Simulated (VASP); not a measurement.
# Li2S (Fm-3m) in VASP: notebook, part 2 of 2

VASP 6.6.1.

## (4) Relaxation of cell and atoms, PBE

File INCAR:

```
  ALGO = Fast
  EDIFF = 1E-7
  EDIFFG = -0.005
  ENCUT = 600
  GGA = PE
  IBRION = 2
  ISIF = 3
  ISMEAR = 0
  LASPH = True
  LCHARG = False
  LREAL = False
  LWAVE = False
  NELM = 100
  NSW = 90
  PREC = Accurate
  SIGMA = 0.02
```

File KPOINTS:

```
k-points
0
Gamma
  8 8 8
```

File POSCAR:

```
Li2S
1.0
    0.0000000000      2.8351678400      2.8351678400
    2.8351678400      0.0000000000      2.8351678400
    2.8351678400      2.8351678400      0.0000000000
Li S
2 1
Direct
    0.7500000000      0.7500000000      0.7500000000
    0.2500000000      0.2500000000      0.2500000000
    0.0000000000      0.0000000000      0.0000000000
```

Potentials or basis: VASP PAW PBE potentials, release 64 (Li_sv, S).

Started as:

```
$ cat potpaw_PBE.64/Li_sv/POTCAR potpaw_PBE.64/S/POTCAR > POTCAR
$ mpirun -np 1 vasp_std > vasp.out
```

OUTCAR:

```text
EDIFF = 1E-7
   EDIFFG = -0.005
   ENCUT = 600
   GGA = PE
   IBRION = 2
   ISIF = 3
   ISMEAR = 0
   LASPH = True
   LREAL = False
   NELM = 100
   NSW = 90
   PREC = Accurate

 ion  position               nearest neighbor table
   1  0.750  0.750  0.750-   3 2.46   3 2.46   3 2.46   3 2.46
   2  0.250  0.250  0.250-   3 2.46   3 2.46   3 2.46   3 2.46
   3  0.000  0.000  0.000-   1 2.46   1 2.46   2 2.46   2 2.46   2 2.46   2 2.46   1 2.46   1 2.46

  LATTYP: Found a face centered cubic cell.
 ALAT       =     5.6703356800

  Lattice vectors:

 A1 = (   0.0000000000,   2.8351678400,   2.8351678400)
 A2 = (   2.8351678400,   0.0000000000,   2.8351678400)
 A3 = (   2.8351678400,   2.8351678400,   0.0000000000)

Analysis of symmetry for initial positions (statically):
=====================================================================
 Subroutine PRICEL returns:
 Original cell was already a primitive cell.

 Routine SETGRP: Setting up the symmetry group for a
 face centered cubic supercell.

 Subroutine GETGRP returns: Found 48 space group operations
 (whereof 48 operations were pure point group operations)
 out of a pool of 48 trial point group operations.

The static configuration has the point symmetry O_h .

Analysis of symmetry for dynamics (positions and initial velocities):
=====================================================================
 Subroutine PRICEL returns:
 Original cell was already a primitive cell.

 Routine SETGRP: Setting up the symmetry group for a
 face centered cubic supercell.

 Subroutine GETGRP returns: Found 48 space group operations
 (whereof 48 operations were pure point group operations)
 out of a pool of 48 trial point group operations.

The dynamic configuration has the point symmetry O_h .

 Subroutine INISYM returns: Found 48 space group operations
 (whereof 48 operations are pure point group operations),
 and found     1 'primitive' translations

[... 139 lines left out ...]

 Free energy of the ion-electron system (eV)
  ---------------------------------------------------
  ext. energy  EPLUGINS =         0.00000000
  ---------------------------------------------------
  free energy    TOTEN  =       -11.99378110 eV

  energy without entropy =      -11.99378110  energy(sigma->0) =      -11.99378110

------------------------ aborting loop because EDIFF is reached ----------------------------------------

  FORCE on cell =-STRESS in cart. coord.  units (eV):
  Direction    XX          YY          ZZ          XY          YZ          ZX
  --------------------------------------------------------------------------------------
  -------------------------------------------------------------------------------------
  Total        0.1878233      0.1878233      0.1878233     -0.0000000      0.0000000      0.0000000
  in kB        6.6022762      6.6022762      6.6022762     -0.0000000      0.0000000      0.0000000
  external PRESSURE =       6.6022762 kB  Pullay stress =       0.0000000 kB
[... 61 lines left out ...]
--------------------------------------- Ionic step        3  -------------------------------------------

 number of electron      11.9999987 magnetization

 Free energy of the ion-electron system (eV)
  ---------------------------------------------------
  ext. energy  EPLUGINS =         0.00000000
  ---------------------------------------------------
  free energy    TOTEN  =       -11.99526886 eV

  energy without entropy =      -11.99526886  energy(sigma->0) =      -11.99526886

 E-fermi :   1.5748     XC(G=0):  -8.5032

 val. band max:        1.4570076671   @ k =   0.0000   0.0000   0.0000
 cond. band min:       4.8466129327   @ k =   0.5000   0.5000   0.0000
 fundamental gap:      3.3896052657
 Fermi energy:         1.5748133222

 k-point     1 :       0.0000    0.0000    0.0000
  band No.  band energies     occupation
      1     -42.7223      2.00000
      2     -42.6796      2.00000
      3      -9.5625      2.00000
      4       1.4570      2.00000
      5       1.4570      2.00000
      6       1.4570      2.00000
      7       5.7266      0.00000
      8       7.6858      0.00000
      9       7.6858      0.00000
     10       7.6858      0.00000
[... 287 lines left out ...]
 k-point    24 :      -0.3750    0.2500    0.1250
  band No.  band energies     occupation
      1     -42.7003      2.00000
      2     -42.7002      2.00000
      3      -9.0647      2.00000
      4      -1.1131      2.00000
      5       0.2172      2.00000
      6       0.5555      2.00000
      7       7.3189      0.00000
      8       8.1013      0.00000
      9       9.8095      0.00000
     10      10.4501      0.00000

 [... further k-points ...]

------------------------ aborting loop because EDIFF is reached ----------------------------------------

  FORCE on cell =-STRESS in cart. coord.  units (eV):
  Direction    XX          YY          ZZ          XY          YZ          ZX
  --------------------------------------------------------------------------------------
  -------------------------------------------------------------------------------------
  Total        0.0013334      0.0013334      0.0013334      0.0000000     -0.0000000      0.0000000
  in kB        0.0461371      0.0461371      0.0461371      0.0000000     -0.0000000      0.0000000
  external PRESSURE =       0.0461371 kB  Pullay stress =       0.0000000 kB
[... 18 lines left out ...]
  FREE ENERGIE OF THE ION-ELECTRON SYSTEM (eV)
  ---------------------------------------------------
  free  energy   TOTEN  =       -11.9952688598 eV

  energy  without entropy=      -11.9952688598  energy(sigma->0) =      -11.99526886

 reached required accuracy - stopping structural energy minimisation
```

It took 32 s on 1 thread of Intel Xeon Platinum 8559C (Emerald Rapids), shared host; peak memory 0.17 GiB.

Results:

| Item | Value |
| --- | --- |
| Free energy | -11.9953 eV |
| Relaxed volume | 15.43 Å³/atom |
| Relaxed cell | a = 4.031 Å, b = 4.031 Å, c = 4.031 Å, α = 60.00°, β = 60.00°, γ = 60.00° |
| Space group after relaxing (to 0.05 Å) | Fm-3m (No. 225) |
| Energy gained by relaxing | 0.5 meV/atom |
| Ionic steps | 3 |
| Pressure after relaxing | 0.0 GPa |
| Band gap on the k mesh | 3.39 eV, indirect (least direct gap 4.27 eV) |

The path:
| step | energy change (eV) | largest force (eV/Å) | pressure (GPa) | volume (Å³) |
| --- | --- | --- | --- | --- |
| 1 | 0.0000 | 0.0000 | 0.66 | 45.58 |
| 2 | -0.0012 | 0.0000 | 0.28 | 45.99 |
| 3 | -0.0015 | 0.0000 | 0.00 | 46.30 |

Final structure:
```
Li S
1.0
     0.00000    2.85010    2.85010
     2.85010    0.00000    2.85010
     2.85010    2.85010    0.00000
Li S
2 1
Cartesian
  4.2751 4.2751 4.2751
  1.4251 1.4251 1.4251
  0.0000 0.0000 0.0000
```

Caveat: the cutoff is under 1.25 times the usual one of these potentials, so pressure, stress and relaxed cells hold a basis-set (Pulay) error. A k mesh can miss the band edges.

## (5) Relaxation of cell and atoms, PBE+D3(BJ)

INCAR, as its differences from that of step 4:

```diff
@@ -8,2 +8,3 @@
   ISMEAR = 0
+  IVDW = 12
   LASPH = True
```

KPOINTS is that of step 4.

POSCAR is that of step 4.

Started as:

```
$ cat potpaw_PBE.64/Li_sv/POTCAR potpaw_PBE.64/S/POTCAR > POTCAR
$ mpirun -np 1 vasp_std > vasp.out
```

Wall time 36 s (1 thread of Intel Xeon Platinum 8559C (Emerald Rapids), shared host); peak memory 0.19 GiB.

Results (log left out):

* Free energy: -12.8134 eV
* Relaxed volume: 14.36 Å³/atom
* Relaxed cell: a = 3.935 Å, b = 3.935 Å, c = 3.935 Å, α = 60.00°, β = 60.00°, γ = 60.00°
* Space group after relaxing (to 0.05 Å): Fm-3m (No. 225)
* Energy gained by relaxing: 6.6 meV/atom
* Ionic steps: 3
* Pressure after relaxing: 0.0 GPa
* Band gap on the k mesh: 3.33 eV, indirect (least direct gap 4.65 eV)
* Dispersion energy per atom: -0.283 eV

The path:
```tsv
step	energy change (eV)	largest force (eV/Å)	pressure (GPa)	volume (Å³)
1	0.0000	0.0000	-2.38	45.58
2	-0.0161	0.0000	-1.09	44.10
3	-0.0198	0.0000	-0.04	43.08
```

Final structure:
```
CELL_PARAMETERS angstrom
0.00000 2.78236 2.78236
2.78236 0.00000 2.78236
2.78236 2.78236 0.00000
ATOMIC_POSITIONS crystal
Li 0.75000 0.75000 0.75000
Li 0.25000 0.25000 0.25000
S 0.00000 0.00000 0.00000
```

Levels at points of the mesh, in eV from the valence-band top:
| k point | band 4 | band 5 | band 6 | band 7 | band 8 | band 9 |
| --- | --- | --- | --- | --- | --- | --- |
| (0.00, 0.00, 0.00) | 0.00 | 0.00 | 0.00 | 4.65 | 6.26 | 6.26 |
| (0.50, 0.00, 0.00) | -3.11 | -0.56 | -0.56 | 6.45 | 6.60 | 6.60 |
| (0.50, 0.50, 0.00) | -2.31 | -1.57 | -1.57 | 3.33 | 7.29 | 11.62 |

Caveat: the cutoff is under 1.25 times the usual one of these potentials, so pressure, stress and relaxed cells hold a basis-set (Pulay) error. A k mesh can miss the band edges.

## (6) Overview

| level | potentials or basis | gap on the mesh (eV) | pressure (GPa) | relaxed volume (Å³/atom) |
| --- | --- | --- | --- | --- |
| PBEsol | VASP PAW PBE potentials, release 64 (Li_sv, S) | 3.20 | 0.0 | 15.05 |
| LDA | VASP PAW LDA potentials, release 64 (Li_sv, S) | 3.11 | 0.0 | 14.35 |
| PBE | VASP PAW PBE potentials, release 64 (Li_sv, S) | 3.39 | 0.0 | 15.43 |
| PBE+D3(BJ) | VASP PAW PBE potentials, release 64 (Li_sv, S) | 3.33 | 0.0 | 14.36 |

Alike in all rows: task relaxation of cell and atoms; no spin polarisation; cell relaxed; k mesh 8 × 8 × 8; cutoff (eV) 600; smearing gaussian 0.02 eV.

Caveats: the cutoff is under 1.25 times the usual one of these potentials, so pressure, stress and relaxed cells hold a basis-set (Pulay) error; the PAW data sets were made with another functional, which shifts forces and pressure a little (some runs).

Absolute energies hang on the potentials; compare differences alone.
